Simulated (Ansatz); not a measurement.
MgSe: energy against volume and a worked fit

The structure is cubic, space group Fm-3m (No. 225). Conventional cell: a = 5.451 Å, b = 5.451 Å, c = 5.451 Å, α = 90.00°, β = 90.00°, γ = 90.00°. Se (site symmetry m-3m) is surrounded by 6 Mg at 2.73 Å. Mg (site symmetry m-3m) has 6 Se at 2.73 Å as nearest neighbours.

The cell was scaled at fixed shape and fractions and run with Ansatz, Ansatz PAW, cutoff 420 eV; PBE0, k mesh 6 × 6 × 6 on the cell of 2 atoms, fermi-dirac occupations of 0.05 eV, no spin polarisation, no spin-orbit coupling. The potentials were made for PBE. Energies are those that the program minimises, any entropy of the smearing included.

```csv
V (Å³/atom),energy over the lowest row (meV/atom)
19.0312,21.855
19.4361,10.448
19.8410,?
20.2460,0.000
20.6509,0.180
21.0558,3.502
21.4607,9.676
```

Fit the third-order Birch-Murnaghan form, give V0, B0 and B′, and predict the energy left open.

With y = (V0/V)^(2/3), E = E0 + (9 V0 B0/16) [(y - 1)³ B′ + (y - 1)² (6 - 4y)]. Least squares through the rows shown give V0 = 20.4249 Å³/atom, E0 = -0.330 meV, B0 = 66.36 GPa (1 eV/Å³ = 160.218 GPa) and B′ = 4.06, with a largest miss of 0.002 meV. At V = 19.8410 the form with these constants gives 3.300 meV; the run gave 3.298 meV an atom.
